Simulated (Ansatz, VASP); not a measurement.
Hg: VASP beside Ansatz

```
Hg
1.0
     5.32614    0.00000    0.00000
    -2.66307    4.61257    0.00000
     0.00000    0.00000    3.13891
Hg
3
Direct
  0.33333 0.66667 0.50000
  0.00000 0.00000 0.00000
  0.66667 0.33333 0.50000
```

Alike in both runs: task single point; functional PBE; dispersion D3(BJ); k mesh 9 × 9 × 14; occupations gaussian, width 0.1 eV; no spin polarisation.

|  | VASP | Ansatz |
| --- | --- | --- |
| version | VASP 6.6.1 | Ansatz 0.2.0 |
| potentials or method | VASP PAW PBE potentials, release 64 (Hg) | scalar-relativistic, plane waves, PAW |
| plane-wave cutoff (eV) | 520 | 420 |
| valence electrons in the cell | 36 | 60 |

|  | VASP | Ansatz | Ansatz less VASP |
| --- | --- | --- | --- |
| gap on the k mesh at the Fermi level (eV) | none | none | - |
| pressure (GPa) | 0.2 | 0.0 | -0.21 |
| dispersion energy (meV/atom) | -408.0 | -408.1 | -0.11 |

A gap of «none» marks a metal or a gap that the smearing closes. The two sets of potentials don't hold the same shells in valence.

Caveats: pairwise dispersion overbinds metals, which lowers pressure and volume. The runs have no spin-orbit coupling, so splittings on Hg are missing.
